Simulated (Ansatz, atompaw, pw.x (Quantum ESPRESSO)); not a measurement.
**pw.x on fcc C: one setting changed**

Potential: PAW, atompaw 4.2.0.5, PBE; core [He], reference 2s2 2p2; waves: 2s (bound); 2s channel at 2.05 Ry; 2p (bound); 2p channel at 1 Ry; 3d channel at 0.3 Ry; local part: bessel scheme, radius 1.60 bohr; core correction: smooth core density matched at 1.25 bohr; augmentation: sinc compensation charge, radius 1.80 bohr; PAW radius 2.00 bohr; waves and projectors: bloechl.

The reference run (k-mesh 18³, cutoffs 40/400 Ry, Fermi–Dirac 0.01 Ry, mixing_beta 0.4, conv_thr 1e-9, no spin) gives -1.97 GPa at 7.456 Å³/atom, where all-electron LAPW gives -2.58 GPa. This run, with its own iteration cap, changes k-mesh shift to 1.

```
&control
  calculation='scf', prefix='x', pseudo_dir='./', outdir='./tmp', tstress=.true., disk_io='none'
/
&system
  ibrav=0, nat=1, ntyp=1, ecutwfc=40, ecutrho=400, nbnd=9,
  occupations='smearing', smearing='fd', degauss=0.01
/
&electrons
  conv_thr=1e-09, mixing_beta=0.4, electron_maxstep=50
/
ATOMIC_SPECIES
C 1.0 C.UPF
CELL_PARAMETERS angstrom
  0.00000000 1.55057211 1.55057211
  1.55057211 0.00000000 1.55057211
  1.55057211 1.55057211 0.00000000
ATOMIC_POSITIONS crystal
C 0.0000 0.0000 0.0000
K_POINTS automatic
18 18 18 1 1 1
```

```bash
pw.x < C.scf.in > C.scf.out
```

Task: How does the run end?

Result: It converges in 5 iterations; the free energy moves by +0.7 meV/atom and the pressure by +0.10 GPa.

```
Message from routine setup:
     using ibrav=0 with symmetry is DISCOURAGED, use correct ibrav instead
     lattice parameter (alat)  =       4.1439  a.u.
     unit-cell volume          =      50.3156 (a.u.)^3
     number of electrons       =         4.00
     number of Kohn-Sham states=            9
     kinetic-energy cutoff     =      40.0000  Ry
     charge density cutoff     =     400.0000  Ry
     scf convergence threshold =      1.0E-09
     Exchange-correlation= SLA PW PBX PBC
     number of k points=   570  Fermi-Dirac smearing, width (Ry)=  0.0100
     iteration #  1     ecut=    40.00 Ry     beta= 0.40
     total energy              =     -18.10833407 Ry
     estimated scf accuracy    <       0.00059769 Ry
     iteration #  2     ecut=    40.00 Ry     beta= 0.40
     total energy              =     -18.10841703 Ry
     estimated scf accuracy    <       0.00016710 Ry
     iteration #  3     ecut=    40.00 Ry     beta= 0.40
     total energy              =     -18.10844137 Ry
     estimated scf accuracy    <       0.00000571 Ry
     iteration #  4     ecut=    40.00 Ry     beta= 0.40
     total energy              =     -18.10844175 Ry
     estimated scf accuracy    <          4.6E-09 Ry
     iteration #  5     ecut=    40.00 Ry     beta= 0.40
     the Fermi energy is    10.0531 ev
!    total energy              =     -18.10844175 Ry
     estimated scf accuracy    <          9.9E-10 Ry
     smearing contrib. (-TS)   =      -0.00172610 Ry
     convergence has been achieved in   5 iterations
          total   stress  (Ry/bohr**3)                   (kbar)     P=      -18.68
     Message from routine punch:
     Nothing written, as per user request (disk_io='none')
```

The run took about 8.8 s on one core of a shared server CPU.
